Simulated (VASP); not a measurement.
# Te2Mo (P6_3/mmc) in VASP: Born charges and dielectric tensor with LDA

Aim: the Born charges and dielectric tensor of Te2Mo with LDA.

All numbers are computed with VASP 6.6.1; they aren't measurements. Logs are shortened: lines on timing, memory, paths and dates and some standing lists are left out, and cuts for length are marked.

## Step 1: The crystal as given

Symmetry: P6_3/mmc, No. 194, hexagonal system. The conventional cell has a = 3.474 Å, b = 3.474 Å, c = 13.778 Å, α = 90.00°, β = 90.00°, γ = 120.00°. Te (site symmetry 3m) is surrounded by 3 Mo at 2.69 Å. Around Mo (site symmetry -6m2) lie 6 Te at 2.69 Å.

The cell is a database's computed one.

## Step 2: Born charges and dielectric tensor, LDA

The input, INCAR:

```
  PREC = Accurate
  ENCUT = 600
  EDIFF = 1E-8
  ISMEAR = 0
  SIGMA = 0.02
  LREAL = F
  LASPH = T
  NELM = 100
  ALGO = Normal
  ISIF = 2
  LWAVE = F
  LCHARG = F
  LEPSILON = T
  IBRION = 8
  NSW = 1
```

The input, KPOINTS:

```
Automatic mesh
0
Gamma
  6 6 1
```

The input, POSCAR:

```
Te2Mo
1.0
    3.4743500000      0.0000000000      0.0000000000
   -1.7371700000      3.0088700000      0.0000000000
    0.0000000000      0.0000000000     13.7778900000
Te Mo
4 2
Direct
    0.3333300000      0.6666700000      0.6194100000
    0.6666700000      0.3333300000      0.1194100000
    0.6666700000      0.3333300000      0.3805900000
    0.3333300000      0.6666700000      0.8805900000
    0.3333300000      0.6666700000      0.2500000000
    0.6666700000      0.3333300000      0.7500000000
```

Potentials or basis: VASP PAW LDA potentials, release 64 (Te, Mo_sv).

Command:

```console
> cat potpaw_LDA.64/Te/POTCAR potpaw_LDA.64/Mo_sv/POTCAR > POTCAR
> mpirun -np 1 vasp_std > vasp.out
```

OUTCAR:

```text
PREC = Accurate
   ENCUT = 600
   EDIFF = 1E-8
   ISMEAR = 0
   LREAL = F
   LASPH = T
   NELM = 100
   ISIF = 2
   LEPSILON = T
   IBRION = 8
   NSW = 1

 ion  position               nearest neighbor table
   1  0.333  0.667  0.619-   6 2.69   6 2.69   6 2.69   4 3.60
   2  0.667  0.333  0.119-   5 2.69   5 2.69   5 2.69   3 3.60
   3  0.667  0.333  0.381-   5 2.69   5 2.69   5 2.69   2 3.60
   4  0.333  0.667  0.881-   6 2.69   6 2.69   6 2.69   1 3.60
   5  0.333  0.667  0.250-   2 2.69   3 2.69   2 2.69   3 2.69   2 2.69   3 2.69
   6  0.667  0.333  0.750-   1 2.69   4 2.69   1 2.69   4 2.69   1 2.69   4 2.69

  LATTYP: Found a hexagonal cell.
 ALAT       =     3.4743500000
 C/A-ratio  =     3.9656021990

  Lattice vectors:

 A1 = (   3.4743500000,   0.0000000000,   0.0000000000)
 A2 = (  -1.7371700000,   3.0088700000,   0.0000000000)
 A3 = (   0.0000000000,   0.0000000000,  13.7778900000)

Analysis of symmetry for initial positions (statically):
=====================================================================
 Subroutine PRICEL returns:
 Original cell was already a primitive cell.

 Routine SETGRP: Setting up the symmetry group for a
 hexagonal supercell.

 Subroutine GETGRP returns: Found  8 space group operations
 (whereof  4 operations were pure point group operations)
 out of a pool of 24 trial point group operations.

The static configuration has the point symmetry C_2h.
 The point group associated with its full space group is D_2h.

Analysis of symmetry for dynamics (positions and initial velocities):
=====================================================================
 Subroutine PRICEL returns:
 Original cell was already a primitive cell.

 Routine SETGRP: Setting up the symmetry group for a
 hexagonal supercell.

 Subroutine GETGRP returns: Found  8 space group operations
 (whereof  4 operations were pure point group operations)
 out of a pool of 24 trial point group operations.

The dynamic configuration has the point symmetry C_2h.
 The point group associated with its full space group is D_2h.

 Subroutine INISYM returns: Found  8 space group operations
 (whereof  4 operations are pure point group operations),
 and found     1 'primitive' translations

----------------------------------------------------------------------------------------

                                     Primitive cell

  volume of cell :     144.0322

  direct lattice vectors                    reciprocal lattice vectors
     3.474350000  0.000000000  0.000000000     0.287823622  0.166174863  0.000000000
[... 680 lines left out ...]
  x     0.00000     0.00000     0.00000     0.00000     0.00000     0.00000
  y     0.00000     0.00000     0.00000     0.00000     0.00000     0.00000
  z     0.00000     0.00000     0.00000     0.00000     0.00000     0.00000

 PIEZOELECTRIC TENSOR (including local field effects)  for field in x, y, z        (C/m^2)
          XX          YY          ZZ          XY          YZ          ZX
  --------------------------------------------------------------------------------
  x     0.00000     0.00000     0.00000     0.00000     0.00000     0.00000
  y     0.00000     0.00000     0.00000     0.00000     0.00000     0.00000
  z     0.00000     0.00000     0.00000     0.00000     0.00000     0.00000

 BORN EFFECTIVE CHARGES (including local field effects) (in |e|, cummulative output)
 ---------------------------------------------------------------------------------
 ion    1
    1     1.66024    -0.00004    -0.00001
    2    -0.00004     1.66019     0.00000
    3     0.00000    -0.00000     0.61936
 ion    2
    1     1.66024    -0.00004     0.00001
    2    -0.00004     1.66019    -0.00000
    3    -0.00000     0.00000     0.61936
 ion    3
    1     1.66024    -0.00004    -0.00001
    2    -0.00004     1.66019     0.00000
    3     0.00000    -0.00000     0.61936
 ion    4
    1     1.66024    -0.00004     0.00001
    2    -0.00004     1.66019    -0.00000
    3    -0.00000     0.00000     0.61936
 ion    5
    1    -3.32048     0.00008     0.00000
    2     0.00008    -3.32037     0.00000
    3     0.00000     0.00000    -1.23871
 ion    6
    1    -3.32048     0.00008     0.00000
    2     0.00008    -3.32037     0.00000
    3     0.00000     0.00000    -1.23871

 INTERNAL STRAIN TENSOR FOR ION    6 for displacements in x,y,z  (eV/Angst):
          X           Y           Z          XY          YZ          ZX
  --------------------------------------------------------------------------------
  x     0.04345     0.01646    -0.05861     5.96900     0.00000     0.00000
  y     6.71249    -6.74704     0.03384    -1.27728     0.00000     0.00000
  z     0.00000     0.00000     0.00000     0.00000    -0.00789     0.01375

 SECOND DERIVATIVES (NOT SYMMETRIZED)
 ------------------------------------
               1X          1Y          1Z          2X          2Y          2Z          3X          3Y          3Z          4X          4Y          4Z          5X          5Y          5Z          6X          6Y          6Z
  1X    -7.022115    0.000229   -0.000253    0.011397    0.000838    0.000338    0.081820    0.000969    0.000250   -0.328131   -0.000050    0.000122    0.042724    0.000975    0.000242    7.214305   -0.002960   -0.000700
  1Y     0.000229   -7.021812    0.000146    0.000838    0.012365   -0.000195    0.000969    0.082938   -0.000145   -0.000050   -0.328187   -0.000070    0.000975    0.043849   -0.000140   -0.002960    7.210847    0.000404
  1Z     0.001439   -0.000831  -13.050343   -0.001088    0.000628    0.000826   -0.000135    0.000078    0.447423   -0.001080    0.000624    1.711344   -0.000203    0.000117   -0.130046    0.001069   -0.000617   11.020796
  2X     0.011397    0.000838   -0.000338   -7.022115    0.000229    0.000253   -0.328131   -0.000050   -0.000122    0.081820    0.000969   -0.000250    7.214305   -0.002960    0.000700    0.042724    0.000975   -0.000242
  2Y     0.000838    0.012365    0.000195    0.000229   -7.021812   -0.000146   -0.000050   -0.328187    0.000070    0.000969    0.082938    0.000145   -0.002960    7.210847   -0.000404    0.000975    0.043849    0.000140
  2Z     0.001088   -0.000628    0.000826   -0.001439    0.000831  -13.050343    0.001080   -0.000624    1.711344    0.000135   -0.000078    0.447423   -0.001069    0.000617   11.020796    0.000203   -0.000117   -0.130046
  3X     0.081820    0.000969    0.000250   -0.328131   -0.000050    0.000122   -7.022115    0.000229   -0.000253    0.011397    0.000838    0.000338    7.214305   -0.002960   -0.000700    0.042724    0.000975    0.000242
  3Y     0.000969    0.082938   -0.000145   -0.000050   -0.328187   -0.000070    0.000229   -7.021812    0.000146    0.000838    0.012365   -0.000195   -0.002960    7.210847    0.000404    0.000975    0.043849   -0.000140
  3Z    -0.000135    0.000078    0.447423   -0.001080    0.000624    1.711344    0.001439   -0.000831  -13.050343   -0.001088    0.000628    0.000826    0.001069   -0.000617   11.020796   -0.000203    0.000117   -0.130046
  4X    -0.328131   -0.000050   -0.000122    0.081820    0.000969   -0.000250    0.011397    0.000838   -0.000338   -7.022115    0.000229    0.000253    0.042724    0.000975   -0.000242    7.214305   -0.002960    0.000700
  4Y    -0.000050   -0.328187    0.000070    0.000969    0.082938    0.000145    0.000838    0.012365    0.000195    0.000229   -7.021812   -0.000146    0.000975    0.043849    0.000140   -0.002960    7.210847   -0.000404
  4Z     0.001080   -0.000624    1.711344    0.000135   -0.000078    0.447423    0.001088   -0.000628    0.000826   -0.001439    0.000831  -13.050343    0.000203   -0.000117   -0.130046   -0.001069    0.000617   11.020796
  5X     0.039537   -0.001541    0.000268    7.214934    0.002687   -0.000006    7.214934    0.002687    0.000006    0.039537   -0.001541   -0.000268  -14.635952    0.000854    0.000000    0.127011   -0.003147    0.000000
  5Y    -0.001541    0.037758   -0.000155    0.002687    7.217997    0.000004    0.002687    7.217997   -0.000004   -0.001541    0.037758    0.000155    0.000854  -14.634886    0.000000   -0.003147    0.123377    0.000000
  5Z    -0.000062    0.000036   -0.138362    0.000251   -0.000145   11.031562   -0.000251    0.000145   11.031562    0.000062   -0.000036   -0.138362    0.000000    0.000000  -22.340919   -0.000000    0.000000    0.554518
  6X     7.214934    0.002687    0.000006    0.039537   -0.001541   -0.000268    0.039537   -0.001541    0.000268    7.214934    0.002687   -0.000006    0.127011   -0.003147    0.000000  -14.635952    0.000854    0.000000
  6Y     0.002687    7.217997   -0.000004   -0.001541    0.037758    0.000155   -0.001541    0.037758   -0.000155    0.002687    7.217997    0.000004   -0.003147    0.123377    0.000000    0.000854  -14.634886    0.000000
  6Z    -0.000251    0.000145   11.031562    0.000062   -0.000036   -0.138362   -0.000062    0.000036   -0.138362    0.000251   -0.000145   11.031562   -0.000000    0.000000    0.554518    0.000000    0.000000  -22.340919

 Eigenvectors and eigenvalues of the dynamical matrix
 ----------------------------------------------------

   1 f  =    8.923501 THz    56.068010 2PiTHz  297.655950 cm-1    36.904618 meV
             X         Y         Z           dx          dy          dz
     -0.000014  2.005923  8.534163     0.000014   -0.000008   -0.260716
      1.737194  1.002947  1.645218     0.000014   -0.000008    0.260716
      1.737194  1.002947  5.243727    -0.000014    0.000008    0.260716
     -0.000014  2.005923 12.132672    -0.000014    0.000008   -0.260716
     -0.000014  2.005923  3.444472     0.000000    0.000000   -0.603369
      1.737194  1.002947 10.333417    -0.000000   -0.000000    0.603369
[... 145 lines left out ...]
  18 f/i=    0.000957 THz     0.006013 2PiTHz    0.031919 cm-1     0.003958 meV
             X         Y         Z           dx          dy          dz
     -0.000014  2.005923  8.534163     0.369118   -0.213110   -0.000003
      1.737194  1.002947  1.645218     0.369118   -0.213110    0.000003
      1.737194  1.002947  5.243727     0.369118   -0.213110   -0.000003
     -0.000014  2.005923 12.132672     0.369118   -0.213110    0.000003
     -0.000014  2.005923  3.444472     0.320163   -0.184845    0.000000
      1.737194  1.002947 10.333417     0.320163   -0.184845    0.000000

--------------------------------------------------------------------------------------------------------

 MACROSCOPIC STATIC DIELECTRIC TENSOR IONIC CONTRIBUTION
 ------------------------------------------------------
           1.909199    -0.000118    -0.000000
          -0.000118     1.909052    -0.000000
          -0.000000    -0.000000     0.176981
 ------------------------------------------------------

 ELASTIC MODULI CONTR FROM IONIC RELAXATION (kBar)
 Direction    XX          YY          ZZ          XY          YZ          ZX
 --------------------------------------------------------------------------------
 XX        -324.5370   -169.3940   -644.4852     -8.9419      0.0000      0.0000
 YY        -169.3940   -324.7630   -645.1335      8.7430     -0.0000     -0.0000
 ZZ        -644.4852   -645.1335  -1683.6248     -0.5645      0.0000      0.0000
 XY          -8.9419      8.7430     -0.5645   -154.9921      0.0000     -0.0000
 YZ          -0.0000     -0.0000      0.0000      0.0000   -873.8565     -5.5034
 ZX           0.0000     -0.0000      0.0000     -0.0000     -5.5034   -666.2716
 --------------------------------------------------------------------------------

 PIEZOELECTRIC TENSOR IONIC CONTR  for field in x, y, z        (C/m^2)
          XX          YY          ZZ          XY          YZ          ZX
  --------------------------------------------------------------------------------
  x    -0.00000     0.00000     0.00000    -0.00000    -0.00000    -0.00000
  y     0.00000    -0.00000     0.00000     0.00000    -0.00000     0.00000
  z     0.00000    -0.00000     0.00000    -0.00000     0.00000     0.00000
```

Wall time 31 min (1 thread of AMD EPYC 7R13 (Zen 3), shared host); peak memory 0.56 GiB.

Results:

```yaml
Band_gap_on_the_k_mesh: 0.76 eV, indirect (least direct gap 1.10 eV)
Electronic_dielectric_tensor_diagonal: 20.81, 20.81, 15.81
Born_charges_mean_of_the_diagonal: Te +1.31; Mo -2.63 e
Highest_phonon_frequency_at_Γ_LO-TO_splitting_left_out: 298 cm⁻¹
```

Phonon frequencies in cm⁻¹ (negative: imaginary):
| q point | frequencies |
| --- | --- |
| (0.000, 0.000, 0.000) | 0 0 0 27 27 38 119 119 120 120 175 180 238 238 239 239 291 298 |

Electronic dielectric tensor:
```
20.81  0.00  0.00
 0.00 20.81  0.00
 0.00  0.00 15.81
```

Born effective charge tensors (e):
atom 1, Te
```
1.66 0.00 0.00
0.00 1.66 0.00
0.00 0.00 0.62
```
atom 2, Te
```
1.66 0.00 0.00
0.00 1.66 0.00
0.00 0.00 0.62
```
atom 3, Te
```
1.66 0.00 0.00
0.00 1.66 0.00
0.00 0.00 0.62
```
atom 4, Te
```
1.66 0.00 0.00
0.00 1.66 0.00
0.00 0.00 0.62
```
atom 5, Mo
```
-3.32  0.00  0.00
 0.00 -3.32  0.00
 0.00  0.00 -1.24
```
atom 6, Mo
```
-3.32  0.00  0.00
 0.00 -3.32  0.00
 0.00  0.00 -1.24
```

Caveat: the k mesh is coarse (spacing up to 0.46 Å⁻¹), so the values aren't converged; spin-orbit coupling is left out, which moves the levels of the heavy elements; an odd mesh through Γ misses points on the zone boundary, where band edges often lie.
